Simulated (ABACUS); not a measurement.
The system is TePb.

```
Pb Te
1.0
     0.00000    3.23100    3.23100
     3.23100    0.00000    3.23100
     3.23100    3.23100    0.00000
Pb Te
1 1
Direct
  0.00000 0.00000 0.00000
  0.50000 0.50000 0.50000
```

Base run:

```yaml
Program: ABACUS 3.10.1
Functional: BLYP
Potentials_or_basis: SG15 ONCV 1.2 PBE
Cutoff: 1129 eV
Density_cutoff: 4517 eV
Basis: plane waves
k_mesh: 6 × 6 × 6
Occupations: fermi-dirac, width 0.05 eV
Spin: no spin polarisation
```

Its results: band gap on the k mesh 0.82 eV, direct; pressure 5.2 GPa.

Task: The run is repeated on the same cell with these changes: functional from BLYP to revPBE; potentials or basis from SG15 ONCV 1.2 PBE to PseudoDojo NC SR 0.4.1 PBE standard. What comes out?

Result: Band gap on the k mesh 0.78 eV, direct; pressure 3.2 GPa.

Caveats: the potentials were made for another functional, which shifts forces and pressure; spin-orbit coupling is left out, which as a rule narrows the gap of such compounds by several tenths of an eV.

A k mesh can miss the band edges.
